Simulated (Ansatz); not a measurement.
# Zn (Im-3m) in Ansatz: equation of state

Aim: energy against volume of Zn in PBEsol, for its equilibrium volume and stiffness.

All numbers are computed with Ansatz 0.2.0; they aren't measurements. Logs are shortened: lines on timing, memory, paths and dates and some standing lists are left out, and cuts for length are marked.

**1. Starting point**

Symmetry: Im-3m, No. 229, cubic system. Conventional cell: a = 3.138 Å, b = 3.138 Å, c = 3.138 Å, α = 90.00°, β = 90.00°, γ = 90.00°. Around Zn (site symmetry m-3m) lie 8 Zn at 2.72 Å.

This isn't the form of Zn at room conditions, which is hcp.

**2. Equation of state, PBEsol**

Potentials or basis: all-electron LAPW, scalar-relativistic.

This step only gathers the single runs of the series.

Results:

* Equilibrium volume: 14.24 Å³/atom (rough: see the caveat)
* Bulk modulus: 78 GPa (rough)

Energy against volume, from the lowest point:
```csv
volume (Å³/atom),energy (meV/atom)
14.524,0.00
14.833,4.16
15.142,10.88
15.451,19.80
15.760,30.72
16.069,43.37
16.378,57.51
```

Caveat: the minimum lies outside the volumes run.
